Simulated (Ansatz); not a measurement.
Write the native input for Ansatz 0.2.0 that does the following.

```
Task                                : band structure
Functional                          : r2SCAN
Potentials or basis                 : Ansatz PAW
Cutoff                              : 500 eV (not typed: the program's choice for these potentials)
k mesh                              : 6 × 3 × 9
Occupations                         : fermi-dirac, width 0.05 eV
Spin                                : no spin polarisation
Path                                : [["G", "X", "S", "Y", "G", "Z", "U", "R", "T", "Z"], ["Y", "T"], ["U", "X"], ["S", "R"]]
Points for each segment of the path : 10
```

Crystal: Al2O3.

```
Al O
1.0
     4.61378    0.00000    0.00000
     0.00000    9.56328    0.00000
     0.00000    0.00000    3.11986
Al O
4 6
Cartesian
  4.5352 7.8856 0.0000
  0.0785 1.6777 0.0000
  2.2283 6.4593 1.5599
  2.3854 3.1040 1.5599
  2.3069 4.7816 1.5599
  0.5704 7.2016 1.5599
  1.7365 2.4200 0.0000
  2.8773 7.1433 0.0000
  0.0000 0.0000 0.0000
  4.0434 2.3617 1.5599
```

Measurements of this composition are mostly on another form, of space group No. 167.

These files were run (other wordings do the same):

input.yaml

```yaml
crystal:
  lattice:
    - [4.613777, 0.0, 0.0]
    - [0.0, 9.563279, 0.0]
    - [0.0, 0.0, 3.119862]
  atoms:
    - { symbol: Al, position: [0.982975, 0.824573, 0.0] }
    - { symbol: Al, position: [0.017025, 0.175427, 0.0] }
    - { symbol: Al, position: [0.482975, 0.675427, 0.5] }
    - { symbol: Al, position: [0.517025, 0.324573, 0.5] }
    - { symbol: O, position: [0.5, 0.5, 0.5] }
    - { symbol: O, position: [0.123635, 0.75305, 0.5] }
    - { symbol: O, position: [0.376365, 0.25305, 0.0] }
    - { symbol: O, position: [0.623635, 0.74695, 0.0] }
    - { symbol: O, position: [0.0, 0.0, 0.0] }
    - { symbol: O, position: [0.876365, 0.24695, 0.5] }
hamiltonian:
  xc: r2scan
  pseudopotentials: { kind: paw }
kpoints:
  mp_grid: { grid: [6, 3, 9] }
  band_path:
    path:
      - [[0.0, 0.0, 0.0], [0.0, 0.0, 0.5], [0.5, 0.0, 0.5], [0.5, 0.0, 0.0], [0.0, 0.0, 0.0], [0.0, 0.5, 0.0], [0.0, 0.5, 0.5], [0.5, 0.5, 0.5], [0.5, 0.5, 0.0], [0.0, 0.5, 0.0]]
      - [[0.5, 0.0, 0.0], [0.5, 0.5, 0.0]]
      - [[0.0, 0.5, 0.5], [0.0, 0.0, 0.5]]
      - [[0.5, 0.0, 0.5], [0.5, 0.5, 0.5]]
    npoints: 10
scf:
  occupations: { method: fermi_dirac, width: 0.05 }
  n_extra_bands: 25
output:
  forces: true
  stress: true
  eigenvalues: true
  fatbands: false
  write_density: true
  write_potential: true
  elf: true
  volumetric_format: npy
```

Potentials or basis: Ansatz PAW.

The run is started by

```console
$ ansatz run input.yaml --threads 4 --pin off --max-ram 11264MiB --backend cpu --events-out ev --progress --plain --runs-dir out
```

It gave:

| Quantity | Value |
| --- | --- |
| Pressure | -4.1 GPa |
| Largest force | 0.209 eV/Å |
| Band gap on the k mesh | 4.12 eV, direct |
| Band gap along the path | 4.12 eV, direct |

Caveat: the PAW data sets come from PBE, with cores solved anew for the run's functional, which leaves a small shift of forces and pressure.

It took 18 s on 4 threads of Arm Neoverse V2, with other jobs on the host, peak memory 1 GiB.
